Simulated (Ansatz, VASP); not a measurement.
## Ir: VASP beside Ansatz

```
Ir
1.0
     2.73697    0.00000    0.00000
     0.00000    3.87066    0.00000
     0.00000    0.00000   18.10545
Ir
4
Direct
  0.50000 0.50000 0.38662
  0.00000 0.00000 0.46221
  0.50000 0.50000 0.53698
  0.00000 0.00000 0.60535
```

Alike in both runs: functional PBE; k mesh 10 × 8 × 1; occupations gaussian, width 0.1 eV; no spin polarisation.

Ansatz relaxed the structure, and its values are those at the end. VASP's run is a single point on that final structure, the one shown.

|  | VASP | Ansatz |
| --- | --- | --- |
| version | VASP 6.6.1 | Ansatz 0.2.0 |
| potentials or method | VASP PAW PBE potentials, release 64 (Ir) | scalar-relativistic, plane waves, PAW |
| plane-wave cutoff (eV) | 520 | 420 |
| valence electrons in the cell | 36 | 68 |

Ansatz gave:

* gap on the k mesh at the Fermi level (eV): none
* rms of the force components (eV/Å): 0.472
* work function, face that differs most (eV): 5.00

Q: Which values does VASP return?

A: gap on the k mesh at the Fermi level (eV): none; rms of the force components (eV/Å): 0.474; work function, face that differs most (eV): 4.86.

A gap of «none» marks a metal or a gap that the smearing closes. The functional is the same, so the differences come from potentials, cutoffs and numerics. The two sets of potentials don't hold the same shells in valence. Ansatz warned: «xc_potential_rough_in_thin_density».

The runs have no spin-orbit coupling, so splittings on Ir are missing.
